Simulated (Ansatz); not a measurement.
A one-shot G0W0 calculation of LiF (rocksalt) with the PAW code Ansatz, at the level G0W0@PBE with 68 empty bands, a screening cutoff of 150 eV and a 6×6×6 mesh. The cell was relaxed with r2SCAN and then strained, so it isn't that functional's minimum.

Input (YAML):
```yaml
crystal:
  lattice:
    - [0.0, 2.0347691723, 1.9697370552]
    - [2.0347691723, 0.0, 1.9697370552]
    - [2.0347691723, 2.0347691723, 0.0]
  atoms:
    - { symbol: Li, position: [0.0, 0.0, 0.0] }
    - { symbol: F, position: [0.5, 0.5, 0.5] }
kpoints:
  mp_grid: { grid: [6, 6, 6] }
hamiltonian:
  xc: pbe
scf:
  occupations: { method: fixed }
gw:
  n_empty_bands: 68
  ecut_chi: 150
  qp_bands: [v2, c2]
  qp_kpoints: band_edges
  screening: { model: contour_deformation }
```

It took 17 s on 1 × NVIDIA H100 80GB HBM3 with 2 threads of AMD EPYC 7R13 Processor (Zen 3), with other jobs on the host; peak host memory 1.2 GiB.

The output, standing remarks left out:
```
Pseudopotential: Li, paw, valence charge 3, recommended cutoff 420 eV (normal)
Pseudopotential: F, paw, valence charge 7, recommended cutoff 420 eV (normal)
Functional definition: PBE
  parameter kappa = 0.804
  parameter beta = 0.06672455060314922
  exchange = pbe_x(kappa = kappa, mu = beta*pi^2/3)
  correlation = pbe_c(beta = beta)
Crystal: 2 atoms, lattice volume = 16.311 Å³
Basis set: ecut = 420 eV, 323 PW (Γ)
Bands: 9, of which v1, the nominal top of the filled ones, is band 5 counted from 1 (4 counted from 0)
Symmetry: 16 space group operations
Space group: I4/mmm (ITA 139)
k-points: 30 of 216
SCF iter   1: HF=-1016.164233 eV  Δρ=5.45e-4  dr2=1.23e-5
preconditioner: auto → none  [insulator: Δε(μ)=9.063 eV  ℏωp=26.0 eV]
SCF iter   2: HF=-1016.164313 eV  Δρ=2.69e-4  dr2=1.40e-6
SCF iter   3: HF=-1016.164349 eV  Δρ=1.01e-4  dr2=1.99e-7
SCF iter   4: HF=-1016.164356 eV  Δρ=1.38e-5  dr2=2.29e-8
SCF iter   5: HF=-1016.164356 eV  Δρ=1.11e-5  dr2=1.28e-8
SCF iter   6: HF=-1016.164356 eV  Δρ=4.94e-6  dr2=2.58e-9
SCF 1 converged in 6 iterations: F = -1016.164356 eV  dr2 = 2.58e-9
SCF converged after 6 iterations
Free energy (F): -1016.164356 eV
Fermi energy:    1.036327 eV
--- Per-component energies (eV) ---
  E_band       = -117.578261
  E_kinetic    = 230.663541
  E_local      = -640.787376
  E_nonlocal   = 40.387962
  E_hartree    = 224.524942
  E_xc         = -91.843439
  E_vxc        = -117.814149
  E_paw        = -221.819691
  E_vpaw       = -79.081690
  E_ewald      = -557.292487
--- Band table (eV; the first three rows and the last of 30) ---
  k-point 0: bands = [-39.8690, -18.9617, 0.9530, 1.0363, 1.0363, 10.1097, 24.7485, 24.7485, 25.2956]
  k-point 1: bands = [-39.8543, -18.8597, 0.2831, 0.9391, 0.9622, 10.8279, 20.5736, 22.4601, 23.0457]
  k-point 2: bands = [-39.8248, -18.6444, -0.9539, 0.8197, 0.8550, 11.7211, 18.1058, 20.3996, 21.0075]
  k-point 29: bands = [-39.7905, -18.2377, -1.9766, -0.0517, -0.0517, 16.2569, 17.2293, 18.5420, 20.9703]
--- G₀W₀: contour deformation, 5 samples at zero and on the imaginary axis and 4 off it, 216 q-points, 68 empty bands' worth ---
    ik  band        ε_KS         Σx   Σc(E_QP)       V_xc       Z   E_QP_lin       E_QP  E_QP is
     0     4      1.0363   -32.0374     5.1889   -24.2377  0.8172    -1.6260    -1.5744  root
     0     5      1.0363   -32.0374     5.1889   -24.2377  0.8172    -1.6260    -1.5744  root
     0     6     10.1097    -7.5783    -3.3476   -12.5128  0.8878    11.7072    11.6967  root
     0     7     24.7485    -2.9216    -4.5989    -9.7087  0.8601    26.9664    26.9367  root
     1     4      0.9391   -31.9714     5.2022   -24.1307  0.8172    -1.7526    -1.6995  root
     1     5      0.9622   -31.9552     5.1945   -24.1312  0.8170    -1.7199    -1.6672  root
     1     6     10.8279    -7.8586    -3.3435   -12.8942  0.8843    12.5325    12.5201  root
     1     7     20.5736    -3.8526    -4.0780    -9.6957  0.8663    22.3656    22.3387  root
     2     4      0.8197   -31.8108     5.2064   -23.9416  0.8167    -1.8979    -1.8431  root
     2     5      0.8550   -31.9031     5.2122   -24.0301  0.8170    -1.8601    -1.8057  root
     2     6     11.7211    -6.3333    -3.4493   -11.4846  0.8868    13.4358    13.4230  root
     2     7     18.1058    -6.9681    -3.9532   -12.9808  0.8608    20.1984    20.1652  root
     3     4      0.7509   -31.7480     5.2125   -23.8582  0.8165    -1.9821    -1.9263  root
     3     5      0.8157   -31.8757     5.2174   -23.9880  0.8169    -1.9096    -1.8547  root
     3     6     11.8180    -4.8650    -3.4924    -9.9585  0.8923    13.4300    13.4191  root
     3     7     17.7679    -9.1172    -4.0068   -15.4285  0.8502    20.1165    20.0724  root
     4     4      0.6901   -31.6234     5.2066   -23.7239  0.8170    -2.0594    -2.0028  root
     4     5      0.8088   -31.6903     5.1905   -23.8359  0.8169    -1.9100    -1.8550  root
     4     6     11.1978    -8.3716    -3.3210   -13.4564  0.8813    12.9754    12.9616  root
     4     7     21.6007    -2.4060    -3.9911    -7.7271  0.8671    22.9491    22.9307  root
     5     4      0.5036   -31.2548     5.1836   -23.3441  0.8169    -2.2824    -2.2235  root
     5     5      0.6007   -31.4073     5.1941   -23.5038  0.8166    -2.1666    -2.1087  root
     5     6     12.3840    -8.0906    -3.4058   -13.3855  0.8781    14.2901    14.2731  root
     5     7     18.3897    -4.7731    -3.8819   -10.4560  0.8722    20.2135    20.1908  root
     6     4      0.1850   -30.6247     5.1464   -22.6938  0.8168    -2.6628    -2.5995  root
     6     5      0.6003   -31.5072     5.2100   -23.5841  0.8166    -2.1708    -2.1128  root
     6     6     12.9047    -6.1008    -3.4833   -11.3585  0.8846    14.6937    14.6791  root
     6     7     17.1429    -7.4927    -3.8547   -13.5053  0.8622    19.3330    19.3008  root
     7     4      0.0736   -30.4494     5.1479   -22.4946  0.8165    -2.7983    -2.7332  root
     7     5      0.7886   -31.8094     5.2129   -23.9216  0.8169    -1.9417    -1.8863  root
     7     6     12.7710    -6.3577    -3.4900   -11.6403  0.8838    14.5785    14.5636  root
     7     7     16.9697    -6.8548    -3.8042   -12.7287  0.8666    19.0675    19.0394  root
     8     4      0.4410   -31.0585     5.1736   -23.1458  0.8166    -2.3582    -2.2981  root
     8     5      0.9622   -32.0471     5.2090   -24.2023  0.8171    -1.7265    -1.6736  root
     8     6     11.8115    -7.8351    -3.3948   -13.0396  0.8811    13.6361    13.6211  root
     8     7     18.3980    -4.3648    -3.8836   -10.0426  0.8744    20.2142    20.1921  root
  […]
```

The rows of the band table are 0: (0, 0, 0) = Γ, 1: (0, 0, 1/6), 2: (0, 0, 1/3), 29: (-1/2, -1/2, 0) = X.

The points are ik 0 = (0, 0, 0) (Γ), ik 1 = (0, 0, 1/6), ik 2 = (0, 0, 1/3), ik 3 = (0, 0, -1/2) (L), ik 4 = (0, 1/6, 1/6), ik 5 = (0, 1/6, 1/3), ik 6 = (0, 1/6, -1/2), ik 7 = (0, 1/6, -1/3), ik 8 = (0, 1/6, -1/6), ik 11 = (0, 1/3, -1/3), ik 12 = (0, -1/2, -1/2) (X), ik 13 = (1/6, 1/6, 0); band 5 is the last filled one.

Over the mesh points the PBE gap of 9.07 eV becomes a quasiparticle gap of 13.27 eV (direct at Γ), a change of +4.20 eV. Renormalisation factors Z lie between 0.81 and 0.89. G0W0 values are finite-basis, finite-mesh values.

Calculated for a static, non-magnetic cell.
